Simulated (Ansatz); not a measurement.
# Ga: the change of pressure with volume per atom

Results calculated with Ansatz 0.2.0 development build, not measured. Equation of state of a cubic crystal from periodic Kohn-Sham density functional theory without spin; pressure corrected for the finite basis.

Cell of the first row (space group Fd-3m, No. 227):
```
Ga
1.0
      0.0000     2.9210     2.9210
      2.9210     0.0000     2.9210
      2.9210     2.9210     0.0000
Ga
2
Direct
  0.00000 0.00000 0.00000
  0.25000 0.25000 0.25000
```

Settings of every row: formula Ga; structure type diamond; functional PBE; spin treatment none; k mesh 32x32x32; occupation method fermi-dirac; occupation width 0.061225619 eV; wave cutoff 420 eV; datasets soft-1 PAW; density cutoff ratio 4.

Limits: a cubic model structure, not a phase known at ambient conditions.

```csv
row,volume per atom (Å³),pressure (GPa),energy above lowest point (meV/atom)
1,24.922,0.735,1.11
2,25.431,?,?
3,25.94,-0.694,1.16
4,26.448,-1.285,4.32
5,26.957,-1.804,9.24
```

Question: what pressure should row 2 give?

Worked fit of pressure. Take u = (V_r/V)^(2/3) − 1 with V_r = 26.194 Å³ an atom, which is twice the finite (Eulerian) strain; such expansions in the strain, on which the Birch-Murnaghan equation of state is built, carry the rest volume and the bulk modulus. The shown rows have u = 0.03374, 0.00652, -0.00641, -0.01896. Least squares give pressure = −0.9991 + 45.672 × u + 169.64 × u² GPa; a straight line predicts inner rows, each left out in turn, worse (root mean square 0.072 against 0.00025 GPa). All shown rows lie on it to the printed digit. The pressure vanishes at u = 0.0203, or V = 25.41 Å³ an atom, and there the bulk modulus at fixed shape and fractions is B = −V dP/dV = (2/3)(1 + u) dP/du = 35.8 GPa. The withheld row has u = 0.0199, so the fit gives −0.9991 + 45.672 × (0.0199) + 169.64 × (0.0199)² = -0.023 GPa.

The calculation gave -0.023 GPa. The fit meets it to the printed digit.

The other values of row 2: energy above lowest point 0 meV/atom.
